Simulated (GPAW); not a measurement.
# Be2C (Fm-3m) in GPAW: further runs

Aim: see how the results for Be2C move with the level of theory and the settings. Levels: LDA, PBE. Tasks: band structure, equation of state.

All numbers are computed with GPAW 26.7.0; they aren't measurements. Logs are shortened: lines on timing, memory, paths and dates and some standing lists are left out, and cuts for length are marked. The log counts tension as positive stress, the text compression.

### Step 1. The crystal as given

The structure is cubic, space group Fm-3m (No. 225). Conventional cell: a = 4.330 Å, b = 4.330 Å, c = 4.330 Å, α = 90.00°, β = 90.00°, γ = 90.00°. C (site symmetry m-3m) has 8 Be at 1.87 Å as nearest neighbours. Around Be (site symmetry -43m) lie 4 C at 1.87 Å.

### Step 2. Band structure, LDA

Contents of run.py:

```python
from ase import Atoms
from ase.dft.bandgap import bandgap
from ase.io import write
from ase.units import GPa
from gpaw import GPAW, PW

atoms = Atoms(['C', 'Be', 'Be'],
              cell=[[0.0, 2.165, 2.165],
                    [2.165, 0.0, 2.165],
                    [2.165, 2.165, 0.0]],
              scaled_positions=[[0.0, 0.0, 0.0],
                                [0.75, 0.75, 0.75],
                                [0.25, 0.25, 0.25]],
              pbc=True)

calc = GPAW(mode=PW(800),
            xc='LDA',
            kpts={'size': (11, 11, 11), 'gamma': True},
            occupations={'name': 'fermi-dirac', 'width': 0.05},
            nbands=12,
            convergence={'density': 1e-05, 'energy': 1e-05},
            maxiter=150,
            txt='gpaw.txt')
atoms.calc = calc
energy = atoms.get_potential_energy()
forces = atoms.get_forces()
stress = atoms.get_stress()
calc.write('gs.gpw')
write('result.traj', atoms)
print(f'Energy: {energy:.6f} eV')
print('Forces (eV/A):')
print(forces.round(4))
print('Stress (GPa):', (stress / GPa).round(3))
print('Fermi level:', round(calc.get_fermi_level(), 4), 'eV')
print(f'Gap: {bandgap(calc)[0]:.4f} eV, direct: {bandgap(calc, direct=True)[0]:.4f} eV')

path = atoms.cell.bandpath('GXWKGLUWLK,UX', npoints=80, eps=1e-4)
bs_calc = calc.fixed_density(kpts=path, symmetry='off', nbands=20,
                             convergence={'bands': 'CBM+6.0', 'eigenstates': 1e-6}, txt='bands.txt')
bs = bs_calc.band_structure()
bs.write('bs.json')
print(f'Gap on the path: {bandgap(bs_calc)[0]:.4f} eV')
```

Potentials or basis: the program's PAW data sets (release 1.2.1) made for this functional, pw.

Started as:

```console
> OMP_NUM_THREADS=1 python run.py
```

gpaw.txt:

```text
__  _  _
 | _ |_)|_||  |
 |__||  | ||/\| - 26.7.0

Input parameters:
  mode=PW(ecut=800.0),
  convergence={'density': 1e-05, 'energy': 1e-05},
  kpts=MonkhorstPack(size=(11, 11, 11), gamma=True),
  maxiter=150,
  nbands=12,
  occupations=Occupations(name='fermi-dirac', width=0.05),
  xc=XC(name='LDA')

Diagonalizing LCAO Hamiltonian
Converting LCAO to pw mode

                 Be

          Be

       C

Atoms  # Å, Bohr magnetons
|   | symbol |        x |        y |        z |    initial magnetic moments |
|---|--------|----------|----------|----------|-----------------------------|
| 0 |      C | 0.000000 | 0.000000 | 0.000000 | ( 0.0000,  0.0000,  0.0000) |
| 1 |     Be | 3.247500 | 3.247500 | 3.247500 | ( 0.0000,  0.0000,  0.0000) |
| 2 |     Be | 1.082500 | 1.082500 | 1.082500 | ( 0.0000,  0.0000,  0.0000) |

Unit cell  # Å
| periodic |        x |        y |        z |  lengths |    angles |
|----------|----------|----------|----------|----------|-----------|
|      yes | 0.000000 | 2.165000 | 2.165000 | 3.061772 | 60.000000 |
|      yes | 2.165000 | 0.000000 | 2.165000 | 3.061772 | 60.000000 |
|      yes | 2.165000 | 2.165000 | 0.000000 | 3.061772 | 60.000000 |

Number of symmetries: 48
Symmetry operations  # r_c * U_cc + t_c -> r_c
|    | kind |            matrix            |
|----|------|------------------------------|
|  0 |  σ   |  1, 0, 0,  1, 0,-1,  1,-1, 0 |
|  1 |  C2  |  1, 0, 0,  1,-1, 0,  1, 0,-1 |
|  2 |  E   |  1, 0, 0,  0, 1, 0,  0, 0, 1 |
|  3 |  σ   |  1, 0, 0,  0, 0, 1,  0, 1, 0 |
|  4 |  C4  |  1, 0,-1,  1, 0, 0,  1,-1, 0 |
|  5 |  S6  |  1, 0,-1,  1,-1, 0,  1, 0, 0 |
|  6 |  σ   |  1, 0,-1,  0, 1,-1,  0, 0,-1 |
|  7 |  C3  |  1, 0,-1,  0, 0,-1,  0, 1,-1 |
|  8 |  S6  |  1,-1, 0,  1, 0, 0,  1, 0,-1 |
|  9 |  C4  |  1,-1, 0,  1, 0,-1,  1, 0, 0 |
| 10 |  C3  |  1,-1, 0,  0,-1, 1,  0,-1, 0 |
| 11 |  σ   |  1,-1, 0,  0,-1, 0,  0,-1, 1 |
| 12 |  σ   |  0, 1, 0,  1, 0, 0,  0, 0, 1 |
| 13 |  C4  |  0, 1, 0,  0, 1,-1, -1, 1, 0 |
| 14 |  C3  |  0, 1, 0,  0, 0, 1,  1, 0, 0 |
| 15 |  S6  |  0, 1, 0, -1, 1, 0,  0, 1,-1 |
| 16 |  C2  |  0, 1,-1,  1, 0,-1,  0, 0,-1 |
| 17 |  σ   |  0, 1,-1,  0, 1, 0, -1, 1, 0 |
| 18 |  S4  |  0, 1,-1,  0, 0,-1,  1, 0,-1 |
| 19 |  C4  |  0, 1,-1, -1, 1, 0,  0, 1, 0 |
| 20 |  C3  |  0, 0, 1,  1, 0, 0,  0, 1, 0 |
| 21 |  σ   |  0, 0, 1,  0, 1, 0,  1, 0, 0 |
| 22 |  S6  |  0, 0, 1,  0,-1, 1, -1, 0, 1 |
| 23 |  C4  |  0, 0, 1, -1, 0, 1,  0,-1, 1 |
| 24 |  S4  |  0, 0,-1,  1, 0,-1,  0, 1,-1 |
| 25 |  C3  |  0, 0,-1,  0, 1,-1,  1, 0,-1 |
| 26 |  C2  |  0, 0,-1,  0,-1, 0, -1, 0, 0 |
| 27 |  S6  |  0, 0,-1, -1, 0, 0,  0,-1, 0 |
| 28 |  S4  |  0,-1, 1,  1,-1, 0,  0,-1, 0 |
| 29 |  C4  |  0,-1, 1,  0, 0, 1, -1, 0, 1 |
| 30 |  C2  |  0,-1, 1,  0,-1, 0,  1,-1, 0 |
| 31 |  σ   |  0,-1, 1, -1, 0, 1,  0, 0, 1 |
| 32 |  C3  |  0,-1, 0,  1,-1, 0,  0,-1, 1 |
| 33 |  S6  |  0,-1, 0,  0, 0,-1, -1, 0, 0 |
| 34 |  S4  |  0,-1, 0,  0,-1, 1,  1,-1, 0 |
| 35 |  C2  |  0,-1, 0, -1, 0, 0,  0, 0,-1 |
| 36 |  C2  | -1, 1, 0,  0, 1, 0,  0, 1,-1 |
| 37 |  S6  | -1, 1, 0,  0, 1,-1,  0, 1, 0 |
| 38 |  S4  | -1, 1, 0, -1, 0, 1, -1, 0, 0 |
| 39 |  C3  | -1, 1, 0, -1, 0, 0, -1, 0, 1 |
| 40 |  S6  | -1, 0, 1,  0, 0, 1,  0,-1, 1 |
| 41 |  C2  | -1, 0, 1,  0,-1, 1,  0, 0, 1 |
| 42 |  C3  | -1, 0, 1, -1, 1, 0, -1, 0, 0 |
| 43 |  S4  | -1, 0, 1, -1, 0, 0, -1, 1, 0 |
| 44 |  C2  | -1, 0, 0,  0, 0,-1,  0,-1, 0 |
| 45 |  i   | -1, 0, 0,  0,-1, 0,  0, 0,-1 |
| 46 |  σ   | -1, 0, 0, -1, 1, 0, -1, 0, 1 |
| 47 |  C2  | -1, 0, 0, -1, 0, 1, -1, 1, 0 |

BZ-sampling:
  Number of BZ points: 1331
  Number of IBZ points: 56

  Monkhorst-Pack size: [11, 11, 11]
  Monkhorst-Pack shift: [0, 0, 0]

K-points  # in reciprocal-cell coordinates
|     |                                coordinates |     weight |
|-----|--------------------------------------------|------------|
|   0 | (  0.00000000,   0.00000000,   0.00000000) | 0.00075131 |
|   1 | (  0.09090909,   0.09090909,   0.00000000) | 0.00450789 |
|   2 | (  0.09090909,   0.09090909,   0.09090909) | 0.00601052 |
|   3 | (  0.18181818,   0.09090909,   0.09090909) | 0.00901578 |
|   4 | (  0.18181818,   0.18181818,   0.00000000) | 0.00450789 |
|   5 | (  0.18181818,   0.18181818,   0.09090909) | 0.01803156 |
|   6 | (  0.18181818,   0.18181818,   0.18181818) | 0.00601052 |
|   7 | (  0.27272727,   0.18181818,   0.09090909) | 0.01803156 |
|   8 | (  0.27272727,   0.18181818,   0.18181818) | 0.01803156 |
|   9 | (  0.27272727,   0.27272727,   0.00000000) | 0.00450789 |
| ... |                                            |            |
|  55 | (  0.45454545,   0.45454545,   0.45454545) | 0.00601052 |

Plane wave coefficients: 1054
Cutoff: 800.0 eV

Spin-components: 1 (collinear spins)
Bands:           12
Projectors:      11
Spin-degeneracy: 2
Datatype:        complex128

Parallelization:
  kpt:    1
  domain: 1
  band:   1

Density:
  Valence electrons: 8.0
  Components: 1
  Grid points: [20 20 20]
  Charge: 0.0  # |e|

Potential:
  Grid points: [20 20 20]

species:
  C:
    name:    Carbon
    Z:       6.0
    valence: 4
    core:    2
    charge:  0.0  # [|e|]
    compensation charges:
      type: gauss
      rc: 0.20  # [Å]
      lmax: 2
    cutoffs:
      filter: 1.14  # [Å]
      core: 1.14  # [Å]
    projectors
    | kind |    occ | energy [eV] | rcut [Å] |
    |------|--------|-------------|----------|
    |   2s |  2.000 |     -13.639 |    0.635 |
    |   2p |  2.000 |      -5.414 |    0.635 |
    |    s |        |      13.573 |    0.635 |
    |    p |        |      21.797 |    0.635 |
    |    d |        |       0.000 |    0.635 |

    Using partial waves for C as LCAO basis

  Be:
    name:    Beryllium
    Z:       4.0
    valence: 2
    core:    2
    charge:  0.0  # [|e|]
    compensation charges:
      type: gauss
      rc: 0.25  # [Å]
      lmax: 2
    cutoffs:
      filter: 1.42  # [Å]
      core: 1.84  # [Å]
    projectors
    | kind |    occ | energy [eV] | rcut [Å] |
    |------|--------|-------------|----------|
    |   2s |  2.000 |      -5.600 |    0.794 |
    |   2p |  0.000 |      -2.099 |    0.794 |
    |    s |        |      21.612 |    0.794 |

    Using partial waves for Be as LCAO basis

Reference energy: -1805.179430  # eV

eigensolver:
  PPCG
  Converge bands: occupied
  niter=2

density mixing:
  MSR1-Mixer
  Pratt-step length: 0.05
  Maximum mixing coefficient: 0.75
  Old densities: 10
  SVD Regularization: 0.005
  Good broyden scale: 1.0
  Trust region scale: 1.0
  Backstep threshold: 4.0
  History deletion threshold: 6.0
  Fourier metric: weight=20.0, sigma=0.015

occupation numbers:
  Fermi-Dirac:
    width: 0.0500  # eV

poisson solver:
  ecut: 6400.0  # eV

xc functional:
  name: None

convergence criteria:
- Maximum integral of absolute [dens]ity change: 1e-05 electrons / valence electron
- Maximum [total energy] change in last 3 cyles: 1e-05 eV / valence electron
- Maximum integral of absolute [eigenst]ate change: 4e-08 eV^2 / valence electron
maximum number of iterations: 150

SCF iterations
|iter     | |      energy | eigst |  dens |
|---------|-|-------------|-------|-------|
|iter:   1| |  -20.261031 | +0.17 |       |
|iter:   2| |  -20.047648 | -2.42 | -0.69 |
|iter:   3| |  -19.336370 | -1.34 | -0.73 |
|iter:   4| |  -19.335184 | -3.24 | -1.39 |
|iter:   5| |  -19.335926 | -3.80 | -1.78 |
|iter:   6| |  -19.335953 | -6.09 | -3.04 |
|iter:   7| |  -19.335958c| -6.98 | -3.44 |
|iter:   8| |  -19.335958c| -8.81c| -5.26c|

Converged in 8 steps
Energy contributions relative to reference atoms: (reference = -1805.179430)

Energy contributions:
  Kinetic:          16.667676
  Coulomb:         -12.058658
  Zero:             -0.115564
  External:          0.000000
  Xc:              -23.829412
  Entropy:          -0.000000
  Spinorbit:         0.000000
  ----------------------------
  Free energy:     -19.335958
  Extrapolated:    -19.335958

dipole moment: (-8.555222, -8.555222, -8.555222)  # |e|*Ang

Fermi level: 9.169
Eigenvalues  # (at kpt = [0.000, 0.000, 0.000])
| band index |      eig [eV] | occ [0-2] |
|------------|---------------|-----------|
|          0 |        -6.371 |     2.000 |
|          1 |         8.542 |     2.000 |
|          2 |         8.542 |     2.000 |
|          3 |         8.542 |     2.000 |
|          4 |        12.528 |     0.000 |
|          5 |        12.528 |     0.000 |
|          6 |        12.528 |     0.000 |
|          7 |        15.357 |     0.000 |
|          8 |        21.587 |     0.000 |
|          9 |        21.587 |     0.000 |
|         10 |        21.587 |     0.000 |
|         11 |        27.877 |     0.000 |

Gap: 1.283 eV
Transition (v -> c):
  (s=0, k=0, n=3, [0.00, 0.00, 0.00]) -> (s=0, k=50, n=4, [0.45, 0.45, 0.00])
Direct/indirect transitions are different
Direct gap: 3.986 eV
Transition at: (s=0, k=0, n=3, [0.00, 0.00, 0.00])

Forces  # eV/Ang
|        x |        y |        z |
|----------|----------|----------|
|  0.00000 | -0.00000 |  0.00000 |  # C    0
|  0.00000 |  0.00000 |  0.00000 |  # Be   1
| -0.00000 | -0.00000 | -0.00000 |  # Be   2

Stress tensor  # eV/Ang^3
|        x |        y |        z |
|----------|----------|----------|
| 0.039688 | 0.000000 | 0.000000 |
| 0.000000 | 0.039688 | 0.000000 |
| 0.000000 | 0.000000 | 0.039688 |

# Writing to gs.gpw (mode='')
```

Wall time 18 s (1 thread of Arm Neoverse V2, shared host); peak memory 0.21 GiB.

Results:

```yaml
Free_energy: -19.3360 eV
Pressure: -6.4 GPa
Band_gap_on_the_k_mesh: 1.28 eV, indirect (least direct gap 3.99 eV)
Band_gap_along_the_path: 1.19 eV, indirect (least direct gap 3.99 eV)
```

Levels at the corners of the path, in eV from the valence-band top:
| point | band 2 | band 3 | band 4 | band 5 | band 6 | band 7 |
| --- | --- | --- | --- | --- | --- | --- |
| Γ | 0.00 | 0.00 | 0.00 | 3.99 | 3.99 | 3.99 |
| X | -6.73 | -4.78 | -4.78 | 1.19 | 5.81 | 13.10 |
| W | -6.31 | -5.89 | -5.89 | 5.70 | 8.11 | 9.52 |
| K | -6.88 | -6.26 | -4.03 | 3.32 | 8.31 | 11.46 |
| Γ | 0.00 | 0.00 | 0.00 | 3.99 | 3.99 | 3.99 |
| L | -8.72 | -1.86 | -1.86 | 4.92 | 4.92 | 7.09 |
| U | -6.88 | -6.26 | -4.03 | 3.32 | 8.31 | 11.46 |
| W | -6.31 | -5.89 | -5.89 | 5.70 | 8.11 | 9.52 |
| L | -8.72 | -1.86 | -1.86 | 4.92 | 4.92 | 7.09 |
| K | -6.88 | -6.26 | -4.03 | 3.32 | 8.31 | 11.46 |
| U | -6.88 | -6.26 | -4.03 | 3.32 | 8.31 | 11.46 |
| X | -6.73 | -4.78 | -4.78 | 1.19 | 5.81 | 13.10 |

Caveat: the mesh misses the band edges, which the band path finds closer together.

### Step 3. Equation of state, LDA

Contents of run.py:

```python
from ase import Atoms
from ase.eos import EquationOfState
from ase.io import Trajectory
from ase.units import GPa
from gpaw import GPAW, PW

atoms = Atoms(['C', 'Be', 'Be'],
              cell=[[0.0, 2.165, 2.165],
                    [2.165, 0.0, 2.165],
                    [2.165, 2.165, 0.0]],
              scaled_positions=[[0.0, 0.0, 0.0],
                                [0.75, 0.75, 0.75],
                                [0.25, 0.25, 0.25]],
              pbc=True)

traj = Trajectory('eos.traj', 'w')
volumes, energies = [], []
for x in [0.94, 0.96, 0.98, 1.0, 1.02, 1.04, 1.06]:
    a = atoms.copy()
    a.set_cell(atoms.cell * x**(1 / 3), scale_atoms=True)
    calc = GPAW(mode=PW(800),
                xc='LDA',
                kpts={'size': (11, 11, 11), 'gamma': True},
                occupations={'name': 'fermi-dirac', 'width': 0.05},
                nbands=12,
                convergence={'density': 1e-05, 'energy': 1e-05},
                maxiter=150,
                txt=f'eos-{x:.2f}.txt')
    a.calc = calc
    energies.append(a.get_potential_energy(force_consistent=True))
    volumes.append(a.get_volume())
    p = -a.get_stress()[:3].mean() / GPa
    calc.write(f'eos-{x:.2f}.gpw')
    traj.write(a)
    print(f'{x:.2f} {volumes[-1]:10.4f} A^3 {energies[-1]:14.6f} eV {p:9.3f} GPa', flush=True)

v0, e0, B = EquationOfState(volumes, energies, eos='birchmurnaghan').fit()
print(f'V0 = {v0:.4f} A^3, E0 = {e0:.6f} eV, B0 = {B / GPa:.2f} GPa')
```

Potentials or basis: the program's PAW data sets (release 1.2.1) made for this functional, pw.

Started as:

```console
> OMP_NUM_THREADS=1 python run.py
```

It took 73 s on 1 thread of Arm Neoverse V2, shared host; peak memory 0.25 GiB.

The run converged. Its results:

| Item | Value |
| --- | --- |
| Equilibrium volume | 6.57 Å³/atom |
| Bulk modulus | 216 GPa |
| Pressure derivative of the bulk modulus | 3.5 |

Energy against volume, from the lowest point:
| volume (Å³/atom) | energy (meV/atom) |
| --- | --- |
| 6.359 | 4.26 |
| 6.495 | 0.14 |
| 6.630 | 0.00 |
| 6.765 | 3.45 |
| 6.901 | 10.21 |
| 7.036 | 19.95 |
| 7.171 | 32.43 |

### Step 4. Band structure, PBE

Contents of run.py:

```python
from ase import Atoms
from ase.dft.bandgap import bandgap
from ase.io import write
from ase.units import GPa
from gpaw import GPAW, PW

atoms = Atoms(['C', 'Be', 'Be'],
              cell=[[0.0, 2.165, 2.165],
                    [2.165, 0.0, 2.165],
                    [2.165, 2.165, 0.0]],
              scaled_positions=[[0.0, 0.0, 0.0],
                                [0.75, 0.75, 0.75],
                                [0.25, 0.25, 0.25]],
              pbc=True)

calc = GPAW(mode=PW(800),
            xc='PBE',
            kpts={'size': (11, 11, 11), 'gamma': True},
            occupations={'name': 'fermi-dirac', 'width': 0.05},
            nbands=12,
            convergence={'density': 1e-05, 'energy': 1e-05},
            maxiter=150,
            txt='gpaw.txt')
atoms.calc = calc
energy = atoms.get_potential_energy()
forces = atoms.get_forces()
stress = atoms.get_stress()
calc.write('gs.gpw')
write('result.traj', atoms)
print(f'Energy: {energy:.6f} eV')
print('Forces (eV/A):')
print(forces.round(4))
print('Stress (GPa):', (stress / GPa).round(3))
print('Fermi level:', round(calc.get_fermi_level(), 4), 'eV')
print(f'Gap: {bandgap(calc)[0]:.4f} eV, direct: {bandgap(calc, direct=True)[0]:.4f} eV')

path = atoms.cell.bandpath('GXWKGLUWLK,UX', npoints=80, eps=1e-4)
bs_calc = calc.fixed_density(kpts=path, symmetry='off', nbands=20,
                             convergence={'bands': 'CBM+6.0', 'eigenstates': 1e-6}, txt='bands.txt')
bs = bs_calc.band_structure()
bs.write('bs.json')
print(f'Gap on the path: {bandgap(bs_calc)[0]:.4f} eV')
```

Potentials or basis: GPAW PAW data sets (gpaw-data 1.2.1), pw.

Started as:

```console
> OMP_NUM_THREADS=1 python run.py
```

Wall time 19 s (1 thread of Arm Neoverse V2, shared host); peak memory 0.21 GiB.

It converged, with:

| Item | Value |
| --- | --- |
| Free energy | -17.2618 eV |
| Pressure | 2.5 GPa |
| Band gap on the k mesh | 1.26 eV, indirect (least direct gap 4.11 eV) |
| Band gap along the path | 1.16 eV, indirect (least direct gap 4.11 eV) |

Levels at the corners of the path, in eV from the valence-band top:
| point | band 2 | band 3 | band 4 | band 5 | band 6 | band 7 |
| --- | --- | --- | --- | --- | --- | --- |
| Γ | 0.00 | 0.00 | 0.00 | 4.11 | 4.11 | 4.11 |
| X | -6.79 | -4.75 | -4.75 | 1.16 | 5.74 | 13.26 |
| W | -6.28 | -5.92 | -5.92 | 5.73 | 8.13 | 9.55 |
| K | -6.87 | -6.31 | -4.00 | 3.30 | 8.31 | 11.55 |
| Γ | 0.00 | 0.00 | 0.00 | 4.11 | 4.11 | 4.11 |
| L | -8.74 | -1.84 | -1.84 | 5.00 | 5.00 | 7.00 |
| U | -6.87 | -6.31 | -4.00 | 3.30 | 8.31 | 11.55 |
| W | -6.28 | -5.92 | -5.92 | 5.73 | 8.13 | 9.55 |
| L | -8.74 | -1.84 | -1.84 | 5.00 | 5.00 | 7.00 |
| K | -6.87 | -6.31 | -4.00 | 3.30 | 8.31 | 11.55 |
| U | -6.87 | -6.31 | -4.00 | 3.30 | 8.31 | 11.55 |
| X | -6.79 | -4.75 | -4.75 | 1.16 | 5.74 | 13.26 |

Caveat: the mesh misses the band edges, which the band path finds closer together.

### Step 5. Overview

```tsv
task	level	potentials or basis	band path	band points	gap on the mesh (eV)	pressure (GPa)
band structure	LDA	the program's PAW data sets (release 1.2.1) made for this functional, pw	GXWKGLUWLK,UX	80	1.28	-6.4
equation of state	LDA	the program's PAW data sets (release 1.2.1) made for this functional, pw	-	-	-	-
band structure	PBE	GPAW PAW data sets (gpaw-data 1.2.1), pw	GXWKGLUWLK,UX	80	1.26	2.5
```

Alike in all rows: no spin polarisation; cell as given; k mesh 11 × 11 × 11; cutoff (eV) 800; smearing fermi-dirac 0.05 eV.

Caveats: the mesh misses the band edges, which the band path finds closer together (some runs).

Total energies depend on the potentials used, so only differences within one code and one set of settings carry meaning.
